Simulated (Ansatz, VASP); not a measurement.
# CoO: VASP beside Ansatz

```
Co O
1.0
    -1.56832    1.50800    2.10725
     1.56832   -1.50800    2.10725
     1.56832    1.50800   -2.10725
Co O
1 1
Cartesian
  0.0000 0.0000 0.0000
  0.0000 0.0000 2.1073
```

Change from the starting cell: strain = 0.04.

Alike in both runs: task relaxation of the atoms; functional PBE; k mesh 9 × 9 × 9; occupations fermi-dirac, width 0.05 eV; collinear spin, ferromagnetic start.

|  | VASP | Ansatz |
| --- | --- | --- |
| version | VASP 6.6.1 | Ansatz 0.2.0 |
| potentials or method | VASP PAW PBE potentials, release 64 (Co, O) | Ansatz PAW |
| plane-wave cutoff (eV) | 520 | 420 |
| valence electrons in the cell | 15 | 23 |

VASP gave:

```
gap on the k mesh at the Fermi level, each at its own relaxed structure (eV) : none
net moment per atom (μB)                                                     : 1.47
size of the moment on the site where the two differ most (μB)                : 2.58
```

Task: Which values does Ansatz return?

Result: gap on the k mesh at the Fermi level, each at its own relaxed structure (eV): none; net moment per atom (μB): 1.48; size of the moment on the site where the two differ most (μB): 2.50.

Site moments also hang on the region over which each program counts them. A gap of «none» marks a metal or a gap that the smearing closes. The two sets of potentials don't hold the same shells in valence.

Caveats: the relaxation stopped at its first step, so nothing moved; a cell with one magnetic atom can't hold antiferromagnetic order, which such compounds often take; semilocal functionals often make such compounds metallic where correlation or magnetic order opens a gap, which also shifts bond lengths.
